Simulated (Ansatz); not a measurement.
TiB2:

```
Ti B
1.0
     3.02920    0.00000    0.00000
    -1.51460    2.62336    0.00000
     0.00000    0.00000    3.22840
Ti B
1 2
Cartesian
  0.0000 0.0000 0.0000
  1.5146 0.8745 1.6142
  0.0000 1.7489 1.6142
```

- Program: Ansatz 0.2.0
- Task: single point
- Functional: PBE
- Potentials or basis: Ansatz PAW
- Cutoff: 420 eV (not typed: the program's choice for these potentials)
- k mesh: 10 × 10 × 8
- Occupations: fermi-dirac, width 0.05 eV
- Spin: no spin polarisation

On this cell: pressure 0.3 GPa; largest force under 0.003 eV/Å; band gap on the k mesh none (metal or under the smearing width).

The same run follows on a disturbed copy (atoms moved at random, drawn with an rms of 0.05 Å):

```
CELL_PARAMETERS angstrom
3.02920 0.00000 0.00000
-1.51460 2.62336 0.00000
0.00000 0.00000 3.22840
ATOMIC_POSITIONS crystal
Ti 0.99663 0.98608 0.98473
B 0.65640 0.31348 0.50274
B 0.33149 0.66649 0.49409
```

Q: What does the disturbed cell give?

A: The energy (extrapolated to zero smearing) moves by +13.1 meV/atom; pressure 0.9 GPa; largest force 0.943 eV/Å; band gap on the k mesh none (metal or under the smearing width).

Forces on the atoms (eV/Å):
```
Ti  -0.205  0.139  0.633
B    0.046  0.776 -0.471
B    0.159 -0.915 -0.162
```

Stress tensor (GPa, compression positive):
```
-0.03  0.05 -0.16
 0.05  2.56  0.09
-0.16  0.09  0.21
```
